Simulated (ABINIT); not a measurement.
**MoSe2: band structure with PBEsol**

Crystal: MoSe2.

```
Mo Se
1.0
     3.28800    0.00000    0.00000
    -1.64400    2.84749    0.00000
     0.00000    0.00000   12.90000
Mo Se
2 4
Cartesian
  1.6440 0.9492 9.6750
  0.0000 1.8983 3.2250
  1.6440 0.9492 4.8375
  0.0000 1.8983 11.2875
  1.6440 0.9492 1.6125
  0.0000 1.8983 8.0625
```

| Quantity | Value |
| --- | --- |
| Program | ABINIT 10.8.3 (patched build) |
| Task | band structure |
| Functional | PBEsol |
| Potentials or basis | JTH PAW PBE v2.0 |
| Cutoff | 408 eV |
| k mesh | 9 × 9 × 2 |
| Occupations | fermi-dirac, width 0.05 eV |
| Spin | no spin polarisation |
| Fine-grid cutoff | 816.342 eV |

```yaml
Pressure: 3.6 GPa
Largest_force: 0.852 eV/Å
Band_gap_on_the_k_mesh: 0.88 eV, indirect (least direct gap 1.38 eV)
Band_gap_along_the_path: 0.81 eV, indirect (least direct gap 1.38 eV)
Valence_electrons_inside_the_program's_atomic_spheres: Mo 11.31; Se 4.03, 4.02
```

Forces in eV/Å, atoms in the order of the input:
```
Mo   0.000  0.000  0.000
Mo   0.000  0.000  0.000
Se   0.000  0.000  0.852
Se   0.000  0.000  0.852
Se   0.000  0.000 -0.852
Se   0.000  0.000 -0.852
```

Stress tensor (GPa, compression positive):
```
1.69 0.00 0.00
0.00 1.69 0.00
0.00 0.00 7.42
```

Levels at the corners of the path, in eV from the valence-band top:
| point | band 23 | band 24 | band 25 | band 26 | band 27 | band 28 | band 29 | band 30 |
| --- | --- | --- | --- | --- | --- | --- | --- | --- |
| Γ | -1.84 | -1.12 | -0.89 | 0.00 | 2.40 | 2.40 | 2.45 | 2.45 |
| M | -1.41 | -1.36 | -1.24 | -1.21 | 1.37 | 1.42 | 1.72 | 1.99 |
| K | -2.47 | -2.47 | -0.68 | -0.50 | 0.88 | 0.88 | 1.69 | 2.67 |
| Γ | -1.84 | -1.12 | -0.89 | 0.00 | 2.40 | 2.40 | 2.45 | 2.45 |
| A | -1.86 | -1.86 | -0.20 | -0.20 | 2.42 | 2.42 | 2.42 | 2.42 |
| L | -1.31 | -1.31 | -1.29 | -1.29 | 1.39 | 1.39 | 1.87 | 1.87 |
| H | -2.61 | -2.61 | -0.60 | -0.60 | 0.88 | 0.88 | 2.16 | 2.16 |
| A | -1.86 | -1.86 | -0.20 | -0.20 | 2.42 | 2.42 | 2.42 | 2.42 |

It took 9 min on 1 thread of Intel(R) Xeon(R) Platinum 8375C CPU @ 2.90GHz (Ice Lake), with other jobs on the host, peak memory 0.41 GiB.

Caveat: the PAW data sets were made with another functional, which shifts forces and pressure a little; the cell's inner coordinates are idealised or old, which leaves forces on the atoms; this functional lacks dispersion, which binds the layers, so the pressure and a relaxed spacing across them are unreliable. A hybrid or GW would open this gap; PBEsol tends to underestimate it.
